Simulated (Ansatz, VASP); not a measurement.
# Two plane-wave programs on Nb

The input INCAR:

```
ALGO = Normal
EDIFF = 1E-6
ENCUT = 520
GGA = PS
ISIF = 2
ISMEAR = -1
LASPH = T
LCHARG = F
LREAL = F
LWAVE = F
NBANDS = 12
NELM = 100
PREC = Accurate
SIGMA = 0.1
```

File KPOINTS:

```
k-points
0
Gamma
  15 15 15
```

File POSCAR:

```
Nb
1.0
    0.0000000000      2.0293682019      2.0293682019
    2.0293682019      0.0000000000      2.0293682019
    2.0293682019      2.0293682019      0.0000000000
Nb
1
Direct
    0.0000000000      0.0000000000      0.0000000000
```

Input for Ansatz:

```yaml
crystal:
  lattice:
    - [0.0, 2.0293682019, 2.0293682019]
    - [2.0293682019, 0.0, 2.0293682019]
    - [2.0293682019, 2.0293682019, 0.0]
  atoms:
    - { symbol: Nb, position: [0.0, 0.0, 0.0] }
hamiltonian:
  xc: pbesol
  pseudopotentials:
    kind: paw
    azcp:
      Nb: "pseudopotentials/Nb.paw.azcp"
basis:
  ecutwfc: 420
  fft_grid_basis: typed
kpoints:
  mp_grid: { grid: [15, 15, 15], shift: [0, 0, 0] }
magnetization:
  spin_polarized: false
scf:
  occupations: { method: fermi_dirac, width: 0.1 }
  lower_state_search: "off"
output:
  stress: true
  write_density: true
  write_potential: true
  elf: true
  volumetric_format: npy
```

Alike in both runs: task single point; functional PBEsol; k mesh 15 × 15 × 15; occupations fermi-dirac, width 0.1 eV; no spin polarisation.

```csv
,VASP,Ansatz
version,VASP 6.6.1,Ansatz 0.2.0
potentials or method,"VASP PAW PBE potentials, release 64 (Nb_sv)","plane waves (420 eV) with PAW, scalar-relativistic"
plane-wave cutoff (eV),520,420
valence electrons in the cell,13,13
```

|  | VASP | Ansatz | Ansatz less VASP |
| --- | --- | --- | --- |
| pressure (GPa) | 16.0 | 16.3 | +0.32 |

Ansatz warned: «pseudo_functional_mismatch».

Caveats: so large a pressure means that the cell lies far from this level's equilibrium, or that cutoff or potentials fall short (VASP); the potentials were made for another functional, which shifts forces and pressure (VASP).
